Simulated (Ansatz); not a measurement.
Input of an Ansatz 0.2.0 run:

Contents of input.yaml:

```yaml
crystal:
  lattice:
    - [0.06446927, 1.83735574, 1.75604886]
    - [1.94181314, 0.07743499, 1.74308315]
    - [2.17282487, 2.05540176, -0.15357675]
  atoms:
    - { symbol: Ir, position: [0.0, 0.0, 0.0] }
hamiltonian:
  xc: r2scan
  pseudopotentials: { kind: paw }
  dispersion: d4
kpoints:
  mp_grid: { grid: [12, 13, 11] }
scf:
  occupations: { method: fermi_dirac, width: 0.05 }
output:
  forces: true
  stress: true
  eigenvalues: true
relax:
  f_tol: 0.01
  max_steps: 40
  cell: { stress_tol: 0.05 }
```

Potentials or basis: Ansatz PAW.

The run is started by

```sh
$ ansatz run input.yaml --threads 2 --pin off --max-ram 5632MiB --backend cpu --events-out ev --progress --plain --runs-dir out
```

(1) What does it give for the relaxed volume?

(2) Predict the space group after relaxing (to 0.05 Å).

(3) Estimate the band gap on the k mesh.

(4) Estimate the relaxed cell.

## Answers

(1) 14.11 Å³/atom.

(2) Fm-3m (No. 225).

(3) none (metal or under the smearing width).

(4) a = 2.712 Å, b = 2.710 Å, c = 2.718 Å, α = 59.93°, β = 59.99°, γ = 59.94°.

Caveat: pairwise dispersion overbinds metals, which lowers pressure and volume; the PAW data sets come from PBE, with cores solved anew for the run's functional, which leaves a small shift of forces and pressure.
